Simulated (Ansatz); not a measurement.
# As (R-3m) in Ansatz: equation of state

How stiff is As in PBE, and what volume does it want? The cell is scaled to several volumes.

Program: Ansatz 0.2.0. These are calculated values, not measurements. Logs are shortened: lines on timing, memory, paths and dates and some standing lists are left out, and cuts for length are marked.

## (1) The crystal as given

Symmetry: R-3m, No. 166, trigonal system. Conventional cell: a = 3.762 Å, b = 3.762 Å, c = 10.542 Å, α = 90.00°, β = 90.00°, γ = 120.00°. As (site symmetry 3m) is surrounded by 3 As at 2.51 Å.

## (2) Equation of state, PBE

Potentials or basis: all-electron LAPW, scalar-relativistic.

This step only gathers the single runs of the series.

Results:

```
Equilibrium volume                        : 22.61 Å³/atom
Bulk modulus at fixed shape and positions : 68 GPa
Pressure derivative of the bulk modulus   : 4.1
```

Energy against volume, from the lowest point:
```tsv
volume (Å³/atom)	energy (meV/atom)
20.239	63.91
20.669	41.18
21.100	23.93
21.530	11.63
21.961	3.81
22.392	0.07
22.822	0.00
```

Caveat: the cell was scaled at fixed shape and fractional positions, which overstates the stiffness of a crystal with free parameters, most of all of layers and chains.
